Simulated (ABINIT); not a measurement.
## Pd: equation of state with r2SCAN

Crystal: Pd.

```
Pd
1.0
     0.00000    1.94650    1.94650
     1.94650    0.00000    1.94650
     1.94650    1.94650    0.00000
Pd
1
Cartesian
  0.0000 0.0000 0.0000
```

```
Program             : ABINIT 10.8.3 (patched build)
Task                : equation of state
Functional          : r2SCAN
Potentials or basis : Ansatz PAW PBE default generated set, frozen core
Cutoff              : 490 eV
k mesh              : 10 × 10 × 10
Occupations         : fermi-dirac, width 0.05 eV
Spin                : no spin polarisation
```

```json
{
  "Equilibrium volume": "14.90 Å³/atom",
  "Bulk modulus": "184 GPa",
  "Pressure derivative of the bulk modulus": "5.9"
}
```

Energy against volume, from the lowest point:
```
volume (Å³/atom)  energy (meV/atom)
          13.865              47.92
          14.160              23.00
          14.455               7.39
          14.750               0.08
          15.045               0.00
          15.340               6.15
          15.635              17.76
```

Run time: 2.9 min on 4 MPI ranks on Arm Neoverse V1, with other jobs on the host, peak memory 0.96 GiB a rank.

Caveat: pressures at fixed basis lie under the slope of the energies; the PAW data sets were made with another functional, which shifts forces and pressure a little; the atomic spheres overlap. Zero-point motion and thermal expansion aren't in these numbers.
